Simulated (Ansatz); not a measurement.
CoO:

```xyz
2
Lattice="1.5055 0.8692 2.4399 -1.5055 0.8692 2.4399 0.0000 -1.7384 2.4399" Properties=species:S:1:pos:R:3 pbc="T T T"
Co    0.0000    0.0000    0.0000
O     0.0000    0.0000    3.6599
```

The cell is a database's computed one.

```yaml
Program: Ansatz 0.2.0
Task: single point
Functional: PBE
Potentials_or_basis: all-electron LAPW, scalar-relativistic
Cutoff: 363 eV (chosen from the basis error)
Basis_error_allowed: 0.001 eV/atom
k_mesh: 11 × 11 × 11
Occupations: fermi-dirac, width 0.05 eV
Spin: collinear spin, ferromagnetic start
Starting_moments: "[2.0, 0.0] μB"
```

On this cell: pressure -0.1 GPa; largest force under 0.003 eV/Å; net moment 2.90 μB per cell; site moments Co +2.57; O +0.31 μB; band gap on the k mesh none (metal or under the smearing width).

The same run follows on a disturbed copy (atoms moved at random, drawn with an rms of 0.05 Å):

```
Co O
1.0
     1.50547    0.86918    2.43993
    -1.50547    0.86918    2.43993
     0.00000   -1.73837    2.43993
Co O
1 1
Direct
  0.99683 0.00019 0.00637
  0.47022 0.51568 0.50987
```

Problem. What does the disturbed cell give?

Solution. The energy (extrapolated to zero smearing) moves by +1.7 meV/atom; pressure 0.3 GPa; largest force 0.105 eV/Å; net moment 2.91 μB per cell; site moments Co +2.57; O +0.31 μB; band gap on the k mesh none (metal or under the smearing width).

Forces on the atoms (eV/Å):
```
Co  -0.100 -0.021 -0.026
O    0.100  0.021  0.026
```

Stress tensor (GPa, compression positive):
```
 0.41 -0.18  0.01
-0.18  0.36 -0.32
 0.01 -0.32  0.09
```

Caveats: a cell with one magnetic atom can't hold antiferromagnetic order, which such compounds often take; semilocal functionals often make such compounds metallic where correlation or magnetic order opens a gap, which also shifts bond lengths.
